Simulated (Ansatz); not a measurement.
Stackings of close-packed layers of C (tetrahedral net, letters for double layers), each relaxed to a stress under 0.05 GPa; h and k mark layers whose two neighbours have the same or different letters; energies count from the stacking AB (P6_3/mmc).

Theory: DFT PBEsol, scalar-relativistic, plane waves, PAW (Ansatz).

Cutoff 420 eV, Gaussian smearing of 0.02 eV, energies at zero smearing, symmetry of each start kept, no spin polarisation.

```tsv
start	atoms	k mesh	excess energy (meV/atom)	spacing of like layers (Å)	a (Å)	gap on the mesh (eV)
ABC (kkk)	6	12×12×4	-23.8	2.052	2.513	4.11
ABCB (hkhk)	8	12×12×3	-15.3	2.066	2.505	4.44
ABCACB (hkkhkk)	12	12×12×2	-18.3	2.061	2.508	4.36
ABACB (hhkkk)	10	12×12×3	-15.5	2.063	2.507	4.28
ABCBACAC (kkhkkhhh)	16	12×12×2	-13.6	2.066	2.506	4.20
ABCABABC (kkkkhhkk)	16	12×12×2	-18.5	2.059	2.509	4.18
```

An odd mesh misses points on the zone edge, so a gap read on it can be too wide.